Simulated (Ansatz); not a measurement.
# Stability checks on a candidate for SiO₂

The structure comes from a generated guess, relaxed at this level; another structure or a mixture of phases may lie lower.

Level of theory: Ansatz, DFT PBE+D3(BJ), scalar-relativistic, plane waves, PAW. Cutoff 420 eV, Γ-centred 12×12×6 mesh (3-atom cell), Gaussian smearing of 0.02 eV, no spin polarisation.

```
CELL_PARAMETERS angstrom
2.68655 0.00000 0.00000
-1.34327 2.32662 0.00000
0.00000 0.00000 4.60303
ATOMIC_POSITIONS crystal
Si 0.00000 0.00000 0.50000
O 0.33333 0.66667 0.69894
O 0.66667 0.33333 0.30106
```

The zero of energy is the elements' standard structures at the same level (O₂ as a molecule); no fitted shifts are applied.

**Question.** These tests were run: energy against the elements; phonons on a 3×3×2 q mesh; elastic tensor. What do they show?

**Answer.**

| test | result |
| --- | --- |
| energy against the elements | −2.536 eV/atom |
| phonons on a 3×3×2 q mesh | no imaginary mode on the mesh |
| elastic tensor | least eigenvalue 6 GPa |

It fails none of these tests. Other phases of the system weren't compared here, so this isn't yet thermodynamic stability.

The run for the phonons used a 12×12×6 k mesh. The run for the elastic tensor used a 12×12×6 k mesh.
